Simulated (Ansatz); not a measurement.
# TiC: one atom moved over a plane

Aim: for TiC, map the energy of atom 2 (C) over a plane.

Method: DFT r2SCAN, scalar-relativistic, plane waves, PAW, in Ansatz 0.2.0.

## 1. The starting structure

The structure is cubic, space group Fm-3m (No. 225). Conventional cell: a = 4.328 Å, b = 4.328 Å, c = 4.328 Å, α = 90.00°, β = 90.00°, γ = 90.00°. Ti (site symmetry m-3m) has 6 C at 2.16 Å as nearest neighbours. C (site symmetry m-3m) is surrounded by 6 Ti at 2.16 Å.

Coordinates:

```cif
data_structure
_symmetry_space_group_name_H-M 'P 1'
_symmetry_Int_Tables_number 1
_cell_length_a 3.0604
_cell_length_b 3.0604
_cell_length_c 3.0604
_cell_angle_alpha 60.000
_cell_angle_beta 60.000
_cell_angle_gamma 60.000
_cell_volume 20.27
loop_
_atom_site_label
_atom_site_type_symbol
_atom_site_fract_x
_atom_site_fract_y
_atom_site_fract_z
_atom_site_occupancy
Ti1 Ti 0.00000 0.00000 0.00000 1
C1 C 0.50000 0.50000 0.50000 1
```

The cell is taken as given, not relaxed at this level.

## 2. Zero of the scan

input.yaml

```yaml
crystal:
  lattice:
    - [0.0, 2.164, 2.164]
    - [2.164, 0.0, 2.164]
    - [2.164, 2.164, 0.0]
  atoms:
    - { symbol: Ti, position: [0.0, 0.0, 0.0] }
    - { symbol: C, position: [0.5, 0.5, 0.5] }
basis:
  ecutwfc: 350.0
kpoints:
  mp_grid: { grid: [10, 10, 10] }
hamiltonian:
  xc: r2scan
scf:
  occupations: { method: gaussian, width: 0.15 }
output:
  forces: true
  stress: true
  eigenvalues: true
```

Started as:

```sh
ansatz run input.yaml --threads 1 --pin off --max-ram 2560MiB --backend cpu --events-out ev --progress --plain --runs-dir out
```

## 3. Next: one atom moved over a plane

Atom 2 (C) is moved by p along (0.707, 0.707, 0.000) and q along (0.000, 0.000, 1.000) (Å), all else fixed; its images in the other cells move with it. Points alike by symmetry are run once.

## 4. At p = -0.200, q = -0.200

Edit input.yaml of step 2 so:

```diff
@@ -7,3 +7,3 @@
     - { symbol: Ti, position: [0.0, 0.0, 0.0] }
-    - { symbol: C, position: [0.5, 0.5, 0.5] }
+    - { symbol: C, position: [0.4537892791, 0.4537892791, 0.4808588927] }
 basis:
```

## 5. p = -0.200, q = 0.000

Edit input.yaml of step 4 so:

```diff
@@ -7,3 +7,3 @@
     - { symbol: Ti, position: [0.0, 0.0, 0.0] }
-    - { symbol: C, position: [0.4537892791, 0.4537892791, 0.4808588927] }
+    - { symbol: C, position: [0.5, 0.5, 0.4346481718] }
 basis:
```

## 6. At p = 0.000, q = -0.200

Edit input.yaml of step 5 so:

```diff
@@ -7,3 +7,3 @@
     - { symbol: Ti, position: [0.0, 0.0, 0.0] }
-    - { symbol: C, position: [0.5, 0.5, 0.4346481718] }
+    - { symbol: C, position: [0.4537892791, 0.4537892791, 0.5462107209] }
 basis:
```

## 7. p = -0.200, q = -0.100

Edit input.yaml of step 6 so:

```diff
@@ -7,3 +7,3 @@
     - { symbol: Ti, position: [0.0, 0.0, 0.0] }
-    - { symbol: C, position: [0.4537892791, 0.4537892791, 0.5462107209] }
+    - { symbol: C, position: [0.4768946396, 0.4768946396, 0.4577535322] }
 basis:
```

## 8. Point p = -0.100, q = -0.200

Edit input.yaml of step 7 so:

```diff
@@ -7,3 +7,3 @@
     - { symbol: Ti, position: [0.0, 0.0, 0.0] }
-    - { symbol: C, position: [0.4768946396, 0.4768946396, 0.4577535322] }
+    - { symbol: C, position: [0.4537892791, 0.4537892791, 0.5135348068] }
 basis:
```

## 9. p = -0.100, q = 0.000

Edit input.yaml of step 8 so:

```diff
@@ -7,3 +7,3 @@
     - { symbol: Ti, position: [0.0, 0.0, 0.0] }
-    - { symbol: C, position: [0.4537892791, 0.4537892791, 0.5135348068] }
+    - { symbol: C, position: [0.5, 0.5, 0.4673240859] }
 basis:
```

## 10. Point p = 0.000, q = -0.100

Edit input.yaml of step 9 so:

```diff
@@ -7,3 +7,3 @@
     - { symbol: Ti, position: [0.0, 0.0, 0.0] }
-    - { symbol: C, position: [0.5, 0.5, 0.4673240859] }
+    - { symbol: C, position: [0.4768946396, 0.4768946396, 0.5231053604] }
 basis:
```

## 11. At p = -0.100, q = -0.100

Edit input.yaml of step 10 so:

```diff
@@ -7,3 +7,3 @@
     - { symbol: Ti, position: [0.0, 0.0, 0.0] }
-    - { symbol: C, position: [0.4768946396, 0.4768946396, 0.5231053604] }
+    - { symbol: C, position: [0.4768946396, 0.4768946396, 0.4904294463] }
 basis:
```

(Steps that only read results are left out.)

What does the calculation give? Wanted: highest point; lowest point away from the origin.

As calculated:

| quantity | value |
| --- | --- |
| highest point | 0.324 eV/cell at (p, q) = (-0.200, -0.200) |
| lowest point away from the origin | 0.044 eV/cell at (0.000, -0.100) |

In words: The settings of these runs were drawn from a wide range and may not be converged. No computed point lies below the origin. Read as harmonic, the points at ±0.100 Å give force constants of 8.91 eV/Å² along p and 8.86 eV/Å² along q, so the site is nearly isotropic in this plane. The gap on the mesh runs from 0.00 to 0.27 eV over the map. In some runs cutoff or mesh lie under the advised values, so their numbers carry a basis error.

Counted by bands, a gap of 0.06 eV stays open on the mesh in one run that reads as metallic: the smearing reaches across it.
